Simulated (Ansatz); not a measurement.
# HfO2: the cost of one run

Computed with Ansatz 0.2.0 (DFT PBE, scalar-relativistic, plane waves, PAW, unless a step's input says otherwise).

**1. The structure to begin with**

It takes space group I4/mcm (No. 140, tetragonal). Conventional cell: a = 5.488 Å, b = 5.488 Å, c = 4.568 Å, α = 90.00°, β = 90.00°, γ = 90.00°. Hf (site symmetry 422) is surrounded by 2 Hf at 2.28 Å and 8 O at 2.34 Å. O (site symmetry m2m) is surrounded by 4 Hf at 2.34 Å.

Coordinates:

```cif
data_structure
_symmetry_space_group_name_H-M 'P 1'
_symmetry_Int_Tables_number 1
_cell_length_a 4.5030
_cell_length_b 4.5030
_cell_length_c 4.5030
_cell_angle_alpha 104.910
_cell_angle_beta 104.910
_cell_angle_gamma 119.038
_cell_volume 68.80
loop_
_atom_site_label
_atom_site_type_symbol
_atom_site_fract_x
_atom_site_fract_y
_atom_site_fract_z
_atom_site_occupancy
Hf1 Hf 0.25000 0.25000 0.00000 1
Hf2 Hf 0.75000 0.75000 0.00000 1
O1 O 0.66700 0.16700 0.83400 1
O2 O 0.16700 0.33300 0.50000 1
O3 O 0.33300 0.83300 0.16600 1
O4 O 0.83300 0.66700 0.50000 1
```

This is candidate A: Cr2B type (I4/mcm, No. 140).

(A quick probe on a coarse mesh, which set the mesh and smearing, is not shown.)

**3. Coarse relaxation (candidate A)**

Input file input.yaml:

```yaml
crystal:
  lattice:
    - [-2.7440448001, 2.7440448001, 2.284146067]
    - [2.7440448001, -2.7440448001, 2.284146067]
    - [2.7440448001, 2.7440448001, -2.284146067]
  atoms:
    - { symbol: Hf, position: [0.25, 0.25, 0.0] }
    - { symbol: Hf, position: [0.75, 0.75, 0.0] }
    - { symbol: O, position: [0.667, 0.167, 0.834] }
    - { symbol: O, position: [0.167, 0.333, 0.5] }
    - { symbol: O, position: [0.333, 0.833, 0.166] }
    - { symbol: O, position: [0.833, 0.667, 0.5] }
basis:
  ecutwfc: 420
kpoints:
  mp_grid: { grid: [6, 6, 6] }
hamiltonian:
  xc: pbe
scf:
  occupations: { method: gaussian, width: 0.1 }
  lower_state_search: "off"
output:
  forces: true
  stress: true
  eigenvalues: true
relax:
  adjacent_minimum: "off"
  f_tol: 0.04
  max_steps: 70
  cell: { stress_tol: 0.4 }
```

The run is started by

```sh
$ ansatz run input.yaml --threads 1 --pin off --max-ram 2560MiB --backend cpu --events-out ev --progress --plain --runs-dir out
```

What time and memory should one allow on 1 thread of Intel Xeon Platinum 8259CL at 2.50GHz (Skylake/Cascade Lake), shared host?

About 96 s, with a peak of 0.46 GiB.
